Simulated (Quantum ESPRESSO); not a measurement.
Crystal: CuO.

```
Cu O
1.0
     3.17953    0.00000    0.00000
    -1.58977    2.75356    0.00000
     0.00000    0.00000    4.43149
Cu O
2 2
Cartesian
  0.0000 0.0000 0.0000
  0.0000 0.0000 2.2157
  0.0000 1.8357 1.1079
  1.5898 0.9179 3.3236
```

Measurements of this composition are mostly on another form, of space group No. 15.

Base run:

- Program: Quantum ESPRESSO 7.5
- Functional: PBE
- Potentials or basis: SSSP 1.3 efficiency PBE
- Cutoff: 748 eV
- Density cutoff: 5987 eV
- k mesh: 10 × 10 × 6
- Occupations: fermi-dirac, width 0.05 eV
- Spin: no spin polarisation

Its results: band gap on the k mesh none (metal or under the smearing width); pressure 5.9 GPa.

The run is repeated on the same cell with these changes: functional from PBE to LDA; potentials or basis from SSSP 1.3 efficiency PBE to GBRV 1.5 LDA; cutoff from 748 eV to 762 eV; density cutoff from 5987 eV to 6095 eV; valence electrons from 34 to 50. What comes out?

Band gap on the k mesh none (metal or under the smearing width); pressure -9.4 GPa.

Caveats: the run has no spin polarisation, though such a crystal can be magnetic; semilocal functionals often make such compounds metallic where correlation or magnetic order opens a gap, which also shifts bond lengths.
